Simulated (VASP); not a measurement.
# Si (Fm-3m) in VASP: notebook, part 2 of 2

VASP 6.6.1.

### 3 Relaxation of cell and atoms, LDA

This run uses another cell than the first one, of 13.87 Å³/atom, 0.994 times its volume.

INCAR

```
PREC = Accurate
ENCUT = 600
EDIFF = 1E-7
ISMEAR = 1
SIGMA = 0.1
LREAL = False
LASPH = True
NELM = 80
ALGO = Normal
ISIF = 3
LWAVE = False
LCHARG = False
GGA = CA
IBRION = 2
NSW = 90
EDIFFG = -0.005
```

KPOINTS

```
Automatic mesh
0
Gamma
  16 16 16
```

POSCAR

```
Si                                      
1.0
    0.0000000000      1.9071429346      1.9071429346
    1.9071429346      0.0000000000      1.9071429346
    1.9071429346      1.9071429346     -0.0000000000
  Si            
     1
Direct
     0.0000000000000000    0.0000000000000000    1.0000000000000000
```

Potentials or basis: VASP PAW LDA potentials, release 64 (Si).

Launch:

```console
$ cat potpaw_LDA.64/Si/POTCAR > POTCAR
$ mpirun -np 1 vasp_std > vasp.out
```

OUTCAR:

```text
PREC = Accurate
   ENCUT = 600
   EDIFF = 1E-7
   ISMEAR = 1
   LREAL = False
   LASPH = True
   NELM = 80
   ISIF = 3
   GGA = CA
   IBRION = 2
   NSW = 90
   EDIFFG = -0.005

 ion  position               nearest neighbor table
   1  0.000  0.000  0.000-

  LATTYP: Found a face centered cubic cell.
 ALAT       =     3.8142858692

  Lattice vectors:

 A1 = (   0.0000000000,   1.9071429346,   1.9071429346)
 A2 = (   1.9071429346,   0.0000000000,   1.9071429346)
 A3 = (   1.9071429346,   1.9071429346,   0.0000000000)

Analysis of symmetry for initial positions (statically):
=====================================================================
 Subroutine PRICEL returns:
 Original cell was already a primitive cell.

 Routine SETGRP: Setting up the symmetry group for a
 face centered cubic supercell.

 Subroutine GETGRP returns: Found 48 space group operations
 (whereof 48 operations were pure point group operations)
 out of a pool of 48 trial point group operations.

The static configuration has the point symmetry O_h .

Analysis of symmetry for dynamics (positions and initial velocities):
=====================================================================
 Subroutine PRICEL returns:
 Original cell was already a primitive cell.

 Routine SETGRP: Setting up the symmetry group for a
 face centered cubic supercell.

 Subroutine GETGRP returns: Found 48 space group operations
 (whereof 48 operations were pure point group operations)
 out of a pool of 48 trial point group operations.

The dynamic configuration has the point symmetry O_h .

 Subroutine INISYM returns: Found 48 space group operations
 (whereof 48 operations are pure point group operations),
 and found     1 'primitive' translations

[... 162 lines left out ...]
     1.907142935  1.907142935  0.000000000     0.262172274  0.262172274 -0.262172274

 POSITION                                       TOTAL-FORCE (eV/Angst)
 -----------------------------------------------------------------------------------
      0.00000      0.00000      0.00000        -0.000000      0.000000     -0.000000
 -----------------------------------------------------------------------------------
    total drift:                               -0.000000      0.000000      0.000000

  FREE ENERGIE OF THE ION-ELECTRON SYSTEM (eV)
  ---------------------------------------------------
  free  energy   TOTEN  =        -5.5065500895 eV

  energy  without entropy=       -5.5068357470  energy(sigma->0) =       -5.50664531

--------------------------------------- Ionic step        2  -------------------------------------------

 number of electron       4.0000000 magnetization

 Free energy of the ion-electron system (eV)
  ---------------------------------------------------
  ext. energy  EPLUGINS =         0.00000000
  ---------------------------------------------------
  free energy    TOTEN  =        -5.50655566 eV

  energy without entropy =       -5.50683290  energy(sigma->0) =       -5.50664808

 E-fermi :  10.7069     XC(G=0): -11.4294

 val. band max:       10.7054236048   @ k =   0.5000   0.3750   0.0000
 cond. band min:      10.7112351918   @ k =  -0.2500   0.1250   0.0000
 fundamental gap:      0.0058115870
 Fermi energy:        10.7068735608

 k-point     1 :       0.0000    0.0000    0.0000
  band No.  band energies     occupation
      1      -4.0964      2.00000
      2      22.1344      0.00000
      3      22.1344      0.00000
      4      22.1344      0.00000
      5      22.7461      0.00000
      6      22.7461      0.00000
[... 199 lines left out ...]
 k-point    24 :      -0.0625    0.0625    0.0000
  band No.  band energies     occupation
      1      -3.7856      2.00000
      2      19.0659      0.00000
      3      19.3429      0.00000
      4      22.2126      0.00000
      5      23.0465      0.00000
      6      24.2824      0.00000

 [... further k-points ...]
[... 5 lines left out ...]
  --------------------------------------------------------------------------------------
  -------------------------------------------------------------------------------------
  Total       -0.0024798     -0.0024798     -0.0024798      0.0000000      0.0000000     -0.0000000
  in kB       -0.2859653     -0.2859653     -0.2859653      0.0000000      0.0000000     -0.0000000
  external PRESSURE =      -0.2859653 kB  Pullay stress =       0.0000000 kB

 VOLUME and BASIS-vectors are now :
 -----------------------------------------------------------------------------
  energy-cutoff  :      600.00
  volume of cell :       13.89
      direct lattice vectors                 reciprocal lattice vectors
    -0.000000000  1.908075518  1.908075518    -0.262044136  0.262044136  0.262044136
     1.908075518  0.000000000  1.908075518     0.262044136 -0.262044136  0.262044136
     1.908075518  1.908075518 -0.000000000     0.262044136  0.262044136 -0.262044136

 POSITION                                       TOTAL-FORCE (eV/Angst)
 -----------------------------------------------------------------------------------
      1.90808      0.00000      1.90808         0.000000     -0.000000     -0.000000
 -----------------------------------------------------------------------------------
    total drift:                               -0.000000      0.000000     -0.000000

  FREE ENERGIE OF THE ION-ELECTRON SYSTEM (eV)
  ---------------------------------------------------
  free  energy   TOTEN  =        -5.5065556644 eV

  energy  without entropy=       -5.5068329006  energy(sigma->0) =       -5.50664808

 reached required accuracy - stopping structural energy minimisation
```

OSZICAR:

```text
N       E                     dE             d eps       ncg     rms          rms(c)
DAV:   1    -0.144691277420E+01   -0.14469E+01   -0.19133E+03  1842   0.568E+02
DAV:   2    -0.549246788141E+01   -0.40456E+01   -0.38703E+01  2478   0.471E+01
DAV:   3    -0.553115564049E+01   -0.38688E-01   -0.38441E-01  2142   0.498E+00
DAV:   4    -0.553126858720E+01   -0.11295E-03   -0.11057E-03  2532   0.220E-01
DAV:   5    -0.553126878068E+01   -0.19348E-06   -0.19251E-06  2118   0.547E-03    0.297E+00
DAV:   6    -0.551526934916E+01    0.15999E-01   -0.50551E-03  1956   0.405E-01    0.165E+00
DAV:   7    -0.550660320083E+01    0.86661E-02   -0.92512E-03  1848   0.547E-01    0.113E-01
DAV:   8    -0.550655032794E+01    0.52873E-04   -0.35912E-05  2580   0.629E-02    0.231E-02
DAV:   9    -0.550655021867E+01    0.10927E-06   -0.31168E-07  2070   0.496E-03    0.184E-03
DAV:  10    -0.550655009040E+01    0.12828E-06   -0.64261E-08  1776   0.161E-03    0.136E-03
DAV:  11    -0.550655008952E+01    0.87869E-09   -0.90436E-10  1176   0.302E-04
   1 F= -.55065501E+01 E0= -.55066453E+01  d E =-.550655E+01
       N       E                     dE             d eps       ncg     rms          rms(c)
DAV:   1    -0.550656027554E+01   -0.10185E-04   -0.24056E-04  1842   0.840E-02    0.149E-02
DAV:   2    -0.550655730631E+01    0.29692E-05   -0.19881E-06  2112   0.138E-02    0.849E-03
DAV:   3    -0.550655566659E+01    0.16397E-05   -0.20823E-06  1896   0.809E-03    0.223E-03
DAV:   4    -0.550655566442E+01    0.21782E-08   -0.51852E-09  1086   0.811E-04
   2 F= -.55065557E+01 E0= -.55066481E+01  d E =-.557490E-05
```

It took 10 s on 1 thread of AMD EPYC 9R45 (Zen 5), shared host; peak memory 0.1 GiB.

What came out:

* Free energy: -5.5066 eV
* Relaxed volume: 13.89 Å³/atom
* Relaxed cell: a = 2.698 Å, b = 2.698 Å, c = 2.698 Å, α = 60.00°, β = 60.00°, γ = 60.00°
* Space group after relaxing (to 0.05 Å): Fm-3m (No. 225)
* Energy gained by relaxing: 0.0 meV/atom
* Ionic steps: 2
* Pressure after relaxing: 0.0 GPa
* Band gap on the k mesh: none (metal or under the smearing width)

Final structure:
```xyz
1
Lattice="0.0000 1.9081 1.9081 1.9081 0.0000 1.9081 1.9081 1.9081 0.0000" Properties=species:S:1:pos:R:3 pbc="T T T"
Si    1.9081    0.0000    1.9081
```

### 4 Relaxation of the atoms, LDA (a relaxed cell with its volume scaled by 0.94)

INCAR: that of step 3 with these lines changed.

```diff
@@ -9,3 +9,3 @@
 ALGO = Normal
-ISIF = 3
+ISIF = 2
 LWAVE = False
@@ -14,3 +14,3 @@
 IBRION = 2
-NSW = 90
-EDIFFG = -0.005
+NSW = 40
+EDIFFG = -0.01
```

KPOINTS is that of step 3.

POSCAR

```
Si                                      
1.0
   -0.0000000000      1.8691242718      1.8691242718
    1.8691242718      0.0000000000      1.8691242718
    1.8691242718      1.8691242718     -0.0000000000
  Si            
     1
Direct
     0.0000000000000000    1.0000000000000000    0.0000000000000000
```

Launch:

```console
$ cat potpaw_LDA.64/Si/POTCAR > POTCAR
$ mpirun -np 1 vasp_std > vasp.out
```

Run time: 7.5 s. Hardware: 1 thread of AMD EPYC 9R45 (Zen 5), shared host; peak memory 0.09 GiB.

It converged, with:

| Item | Value |
| --- | --- |
| Free energy | -5.4895 eV |
| Pressure after relaxing | 6.9 GPa |
| Band gap on the k mesh | none (metal or under the smearing width) |

Final structure:
```
Si
1.0
     0.00000    1.86912    1.86912
     1.86912    0.00000    1.86912
     1.86912    1.86912    0.00000
Si
1
Direct
  0.00000 0.00000 0.00000
```

Levels at points of the mesh, in eV from the Fermi level:
```csv
k point,band 1,band 2,band 3,band 4,band 5
"(0.00, 0.00, 0.00)",-15.37,12.25,12.25,12.25,12.31
"(0.50, 0.00, 0.00)",-7.90,-7.58,9.41,9.41,11.15
"(0.50, 0.50, 0.00)",-5.82,-4.58,3.47,3.47,4.27
```

Caveat: the relaxation stopped at its first step, so nothing moved.

### 5 Relaxation of the atoms, LDA (a relaxed cell with its volume scaled by 0.96)

INCAR is that of step 4.

KPOINTS is that of step 4.

POSCAR

```
Si                                      
1.0
   -0.0000000000      1.8822875525      1.8822875525
    1.8822875525      0.0000000000      1.8822875525
    1.8822875525      1.8822875525     -0.0000000000
  Si            
     1
Direct
     0.0000000000000000    1.0000000000000000    0.0000000000000000
```

Launch:

```console
$ cat potpaw_LDA.64/Si/POTCAR > POTCAR
$ mpirun -np 1 vasp_std > vasp.out
```

Wall time 7.2 s (1 thread of AMD EPYC 9R45 (Zen 5), shared host); peak memory 0.09 GiB.

It converged, with:

| Quantity | Value |
| --- | --- |
| Free energy | -5.4992 eV |
| Pressure after relaxing | 4.4 GPa |
| Band gap on the k mesh | none (metal or under the smearing width) |

Final structure:
```
Si
1.0
     0.00000    1.88229    1.88229
     1.88229    0.00000    1.88229
     1.88229    1.88229    0.00000
Si
1
Cartesian
  0.0000 0.0000 0.0000
```

Levels at points of the mesh, in eV from the Fermi level:
```
           k point  band 1  band 2  band 3  band 4  band 5  band 6
(0.00, 0.00, 0.00)  -15.17   11.97   11.97   11.97   12.22   12.22
(0.50, 0.00, 0.00)   -7.84   -7.44    9.19    9.19   11.08   11.08
(0.50, 0.50, 0.00)   -5.72   -4.57    3.40    3.40    4.31    7.28
```

Caveat: the relaxation stopped at its first step, so nothing moved.

### 6 Relaxation of the atoms, LDA (a relaxed cell with its volume scaled by 0.98)

INCAR is that of step 5.

KPOINTS is that of step 5.

POSCAR

```
Si                                      
1.0
   -0.0000000000      1.8952692561      1.8952692561
    1.8952692561      0.0000000000      1.8952692561
    1.8952692561      1.8952692561     -0.0000000000
  Si            
     1
Direct
     0.0000000000000000    1.0000000000000000    0.0000000000000000
```

Potentials or basis: VASP PAW LDA potentials, release 64 (Si).

Launch:

```console
$ cat potpaw_LDA.64/Si/POTCAR > POTCAR
$ mpirun -np 1 vasp_std > vasp.out
```

OUTCAR:

```text
PREC = Accurate
   ENCUT = 600
   EDIFF = 1E-7
   ISMEAR = 1
   LREAL = False
   LASPH = True
   NELM = 80
   ISIF = 2
   GGA = CA
   IBRION = 2
   NSW = 40
   EDIFFG = -0.01

 ion  position               nearest neighbor table
   1  0.000  0.000  0.000-

  LATTYP: Found a face centered cubic cell.
 ALAT       =     3.7905385122

  Lattice vectors:

 A1 = (   0.0000000000,   1.8952692561,   1.8952692561)
 A2 = (   1.8952692561,   0.0000000000,   1.8952692561)
 A3 = (   1.8952692561,   1.8952692561,   0.0000000000)

Analysis of symmetry for initial positions (statically):
=====================================================================
 Subroutine PRICEL returns:
 Original cell was already a primitive cell.

 Routine SETGRP: Setting up the symmetry group for a
 face centered cubic supercell.

 Subroutine GETGRP returns: Found 48 space group operations
 (whereof 48 operations were pure point group operations)
 out of a pool of 48 trial point group operations.

[... 155 lines left out ...]
  ---------------------------------------------------
  ext. energy  EPLUGINS =         0.00000000
  ---------------------------------------------------
  free energy    TOTEN  =        -5.50481026 eV

  energy without entropy =       -5.50512793  energy(sigma->0) =       -5.50491615

 E-fermi :  10.9765     XC(G=0): -11.5116

 val. band max:       10.9703526833   @ k =   0.5000   0.3750   0.0000
 cond. band min:      10.9871109588   @ k =  -0.2500   0.1250   0.0000
 fundamental gap:      0.0167582755
 Fermi energy:        10.9764725629

 k-point     1 :       0.0000    0.0000    0.0000
  band No.  band energies     occupation
      1      -4.0088      2.00000
      2      22.6681      0.00000
      3      22.6681      0.00000
      4      22.6681      0.00000
      5      23.1043      0.00000
      6      23.1043      0.00000
[... 199 lines left out ...]
 k-point    24 :      -0.0625    0.0625    0.0000
  band No.  band energies     occupation
      1      -3.6937      2.00000
      2      19.4463      0.00000
      3      19.7689      0.00000
      4      22.7528      0.00000
      5      23.4089      0.00000
      6      24.7626      0.00000

 [... further k-points ...]
[... 5 lines left out ...]
  --------------------------------------------------------------------------------------
  -------------------------------------------------------------------------------------
  Total        0.1754329      0.1754329      0.1754329      0.0000000      0.0000000     -0.0000000
  in kB       20.6432872     20.6432872     20.6432872      0.0000000      0.0000000     -0.0000000
  external PRESSURE =      20.6432872 kB  Pullay stress =       0.0000000 kB

 VOLUME and BASIS-vectors are now :
 -----------------------------------------------------------------------------
  energy-cutoff  :      600.00
  volume of cell :       13.62
      direct lattice vectors                 reciprocal lattice vectors
     0.000000000  1.895269256  1.895269256    -0.263814758  0.263814758  0.263814758
     1.895269256  0.000000000  1.895269256     0.263814758 -0.263814758  0.263814758
     1.895269256  1.895269256  0.000000000     0.263814758  0.263814758 -0.263814758

 POSITION                                       TOTAL-FORCE (eV/Angst)
 -----------------------------------------------------------------------------------
      0.00000      0.00000      0.00000         0.000000     -0.000000     -0.000000
 -----------------------------------------------------------------------------------
    total drift:                                0.000000      0.000000      0.000000

  FREE ENERGIE OF THE ION-ELECTRON SYSTEM (eV)
  ---------------------------------------------------
  free  energy   TOTEN  =        -5.5048102615 eV

  energy  without entropy=       -5.5051279261  energy(sigma->0) =       -5.50491615

 reached required accuracy - stopping structural energy minimisation
```

CONTCAR:

```text
Si
   1.00000000000000
     0.0000000000000000    1.8952692561000000    1.8952692561000000
     1.8952692561000000    0.0000000000000000    1.8952692561000000
     1.8952692561000000    1.8952692561000000    0.0000000000000000
  Si
     1
Direct
     0.0000000000000000    0.0000000000000000    0.0000000000000000

  0.00000000E+00  0.00000000E+00  0.00000000E+00
```

It took 7.3 s on 1 thread of AMD EPYC 9R45 (Zen 5), shared host; peak memory 0.1 GiB.

Results:

| Quantity | Value |
| --- | --- |
| Free energy | -5.5048 eV |
| Pressure after relaxing | 2.1 GPa |
| Band gap on the k mesh | none (metal or under the smearing width) |

Final structure:
```cif
data_structure
_symmetry_space_group_name_H-M 'P 1'
_symmetry_Int_Tables_number 1
_cell_length_a 2.6803
_cell_length_b 2.6803
_cell_length_c 2.6803
_cell_angle_alpha 60.000
_cell_angle_beta 60.000
_cell_angle_gamma 60.000
_cell_volume 13.62
loop_
_atom_site_label
_atom_site_type_symbol
_atom_site_fract_x
_atom_site_fract_y
_atom_site_fract_z
_atom_site_occupancy
Si1 Si 0.00000 0.00000 0.00000 1
```

Caveat: the relaxation stopped at its first step, so nothing moved.

### 7 The runs side by side

| task | cell | gap on the mesh (eV) | pressure (GPa) |
| --- | --- | --- | --- |
| relaxation of cell and atoms | relaxed | none | 0.0 |
| relaxation of the atoms | atoms relaxed from: a relaxed cell with its volume scaled by 0.94 | none | 6.9 |
| relaxation of the atoms | atoms relaxed from: a relaxed cell with its volume scaled by 0.96 | none | 4.4 |
| relaxation of the atoms | atoms relaxed from: a relaxed cell with its volume scaled by 0.98 | none | 2.1 |

Alike in all rows: level LDA; potentials or basis VASP PAW LDA potentials, release 64 (Si); no spin polarisation; k mesh 16 × 16 × 16; cutoff (eV) 600; smearing methfessel-paxton 0.1 eV.

Caveats: the relaxation stopped at its first step, so nothing moved (some runs).

Absolute energies hang on the potentials; compare differences alone.
